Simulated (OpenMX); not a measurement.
**BaTiO3 under changes of volume**

One of the cells (12.856 Å³/atom); the others are scaled copies at fixed shape and fractional positions:

```
Ba Ti O
1.0
     3.99980    0.00000    0.00000
     0.00000    3.99980    0.00000
     0.00000    0.00000    4.01800
Ba Ti O
1 1 3
Cartesian
  0.0000 0.0000 0.0000
  1.9999 1.9999 1.9688
  0.0000 1.9999 2.0773
  1.9999 0.0000 2.0773
  1.9999 1.9999 0.0763
```

| Property | Result |
| --- | --- |
| Program | OpenMX 3.8.5 |
| Functional | PBE |
| Potentials or basis | OpenMX 2013 PBE set, Ba10.0-s3p2d1, Ti7.0-s2p2d1, O6.0-s2p2, fixed grid of 48 × 48 × 48 points |
| k mesh | 7 × 7 × 7 |
| Occupations | fermi-dirac, width 0.05 eV |
| Spin | no spin polarisation |

```csv
volume (Å³/atom),energy over the lowest point (meV/atom),gap on the mesh (eV),largest force (eV/Å)
12.085,66.51,1.62,0.532
12.342,39.48,1.58,0.359
12.599,?,?,?
12.856,7.45,1.50,0.058
13.113,0.95,1.46,0.083
13.371,0.00,1.43,0.209
13.628,3.98,1.39,0.326
```

Q: What does the run at 12.599 Å³/atom give?

A: Energy over the lowest point 20.06 meV/atom; gap on the mesh 1.54 eV; largest force 0.204 eV/Å.

Worked out: A Birch-Murnaghan fit of order 3 (a polynomial in V^(-2/3)) to the other rows has its minimum at 13.29 Å³/atom with B0 = V·E''(V) = 165 GPa and B' = 4.5 at fixed shape and positions, which overstates the stiffness. It gives 20.05 meV/atom at 12.599 Å³/atom, against the run's 20.06. A straight line through the other rows of the gap, of slope -1.91 eV per unit of ln V, gives 1.54 eV, against the run's 1.54.

Energies are extrapolated to zero smearing.

Caveats: the transition metal has a single d function, too few for pressures, volumes and moments; spin-orbit coupling is left out, which moves the levels of the heavy elements; an odd mesh through Γ misses points on the zone boundary, where band edges often lie; the basis of atomic orbitals isn't converged, which shifts pressures, moduli and gaps.
